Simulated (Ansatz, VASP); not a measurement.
Si3C in VASP and in Ansatz

File INCAR:

```
SYSTEM = Si3C
PREC = Accurate ; ENCUT = 520
EDIFF = 1E-7 ; ISMEAR = -1
SIGMA = 0.02 ; LREAL = .FALSE.
LASPH = .TRUE. ; NELM = 100
ALGO = Normal ; ISIF = 2
LWAVE = .FALSE. ; LCHARG = .FALSE.
GGA = PE ; NBANDS = 16
```

KPOINTS

```
regular mesh
0
G
  6 6 4
  0 0 0
```

Contents of POSCAR:

```
Si3C
1.0
    3.3732204676      0.0000000000      0.0000000000
    0.0000000000      3.3732204676      0.0000000000
    0.0000000000      0.0000000000      4.9205870831
C Si
1 3
Direct
    0.0000000000      0.0000000000      0.0000000000
    0.0000000000      0.5000000000      0.2021229506
    0.5000000000      0.5000000000      0.5000000000
    0.5000000000      0.0000000000      0.7978770494
```

Input for Ansatz:

```yaml
crystal:
  lattice:
    - [3.3732204676, 0.0, 0.0]
    - [0.0, 3.3732204676, 0.0]
    - [0.0, 0.0, 4.9205870831]
  atoms:
    - { symbol: C, position: [0.0, 0.0, 0.0] }
    - { symbol: Si, position: [0.0, 0.5, 0.2021229506] }
    - { symbol: Si, position: [0.5, 0.5, 0.5] }
    - { symbol: Si, position: [0.5, 0.0, 0.7978770494] }
kpoints:
  mp_grid: { grid: [6, 6, 4] }
hamiltonian:
  xc: pbe
scf:
  occupations: { method: fermi_dirac, width: 0.02 }
  n_extra_bands: 5
output:
  forces: true
  stress: true
  eigenvalues: true
```

Alike in both runs: task single point; functional PBE; k mesh 6 × 6 × 4; occupations fermi-dirac, width 0.02 eV; no spin polarisation.

```csv
,VASP,Ansatz
version,VASP 6.6.1,Ansatz 0.2.0
potentials or method,"VASP PAW PBE potentials, release 64 (C, Si)","plane waves, PAW"
plane-wave cutoff (eV),520,420
valence electrons in the cell,16,16
```

VASP gave:

* pressure (GPa): 9.0
* largest component of the traceless stress (GPa): 0.65
* rms of the force components (eV/Å): 0.171

Q: What did Ansatz give for the same quantities?

A: Pressure (GPa): 9.1; largest component of the traceless stress (GPa): 0.65; rms of the force components (eV/Å): 0.177.

Atom by atom the forces differ by 0.006 eV/Å (rms over components). With one functional, cell and mesh, what is left measures potentials, basis and numerics.
